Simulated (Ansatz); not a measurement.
Input and command of a plane-wave DFT calculation in Ansatz:

```yaml
crystal:
  lattice:
    - [3.37034897, 0.0, 0.0]
    - [0.0, 3.37034897, 0.0]
    - [0.0, 0.0, 3.37034897]
  atoms:
    - { symbol: Sc, position: [0.5, 0.5, 0.5] }
    - { symbol: Al, position: [0.0, 0.0, 0.0] }
basis:
  ecutwfc: 250
kpoints:
  mp_grid: { grid: [12, 12, 12] }
hamiltonian:
  xc: r2scan
scf:
  occupations: { method: gaussian, width: 0.1 }
output:
  forces: true
  stress: true
  eigenvalues: true
```

```bash
ansatz run input.yaml --threads 1 --pin off --max-ram 2560MiB --backend cpu --events-out ev --progress --plain --runs-dir out
```

Processor: Intel(R) Xeon(R) Processor @ 2.50GHz (Skylake/Cascade Lake), 1 thread, on a host shared with other jobs.

Q: Estimate time, memory and problem size.

A: About 5.2 s on 1 thread of Intel(R) Xeon(R) Processor @ 2.50GHz (Skylake/Cascade Lake) (shared host), peak memory 0.34 GiB. It solves 11 bands at 84 k points (the mesh reduced by symmetry) with about 341 plane waves, in 6 SCF iterations.
